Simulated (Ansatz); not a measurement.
# 17O NMR of the central transition in SiO₂

Cell: an entry of the Crystallography Open Database (COD) (listed for 1.1 GPa).

Space group P4_12_12 (No. 92); a = 4.8757, c = 6.7163 Å.

| site | Wyckoff | site symmetry | x | y | z |
| --- | --- | --- | --- | --- | --- |
| Si | 4a | ..2 | 0.3125 | 0.3125 | 0.0000 |
| O | 8b | 1 | 0.2356 | 0.1269 | 0.1904 |

One atom of each set is listed.

The numbers come from a DFT calculation in Ansatz (PBE, plane waves and PAW, scalar-relativistic, 420 eV cutoff, Γ-centred 5×5×4 k-points, Fermi–Dirac smearing 0.02 eV).

17O has I = 5/2 and Q = -25.58 mb (Pyykkö 2018); at 21.1 T its Larmor frequency is ν₀ = 121.8 MHz. Only the quadrupole interaction is simulated: positions count from each site's isotropic chemical shift, and J coupling is left out, as are shift anisotropy and dipolar coupling, which fast spinning averages.

Q: Give C_Q, η, the quadrupolar product P_Q = |C_Q|(1 + η²/3)^½, the second-order isotropic shift and the breadth of the pattern (fast magic-angle spinning) for each O site.

A: 

| site | first shell | C_Q (MHz) | η | P_Q (MHz) | δ_QIS (ppm) | breadth (kHz) |
| --- | --- | --- | --- | --- | --- | --- |
| O | 2 Si at 1.60–1.61 Å, angle 140° | -5.41 | 0.21 | 5.45 | -12.0 | 3.31 |

δ_QIS = −(ν_Q²/30ν₀²)[I(I+1) − 3/4](1 + η²/3) × 10⁶ ppm with ν_Q = 3|C_Q|/[2I(2I−1)]; it falls as 1/B₀² in ppm, and the breadth as 1/B₀ in kHz.

At O V_zz runs parallel to the line that joins its two neighbours (within 1°).

The calculated pressure of 9 GPa (PBE) comes largely from the unrelaxed atoms: it is 2.7 GPa once they are relaxed in the same cell. The largest force is 0.5 eV/Å, so the atoms aren't at the calculated equilibrium and relaxing them would move these values.
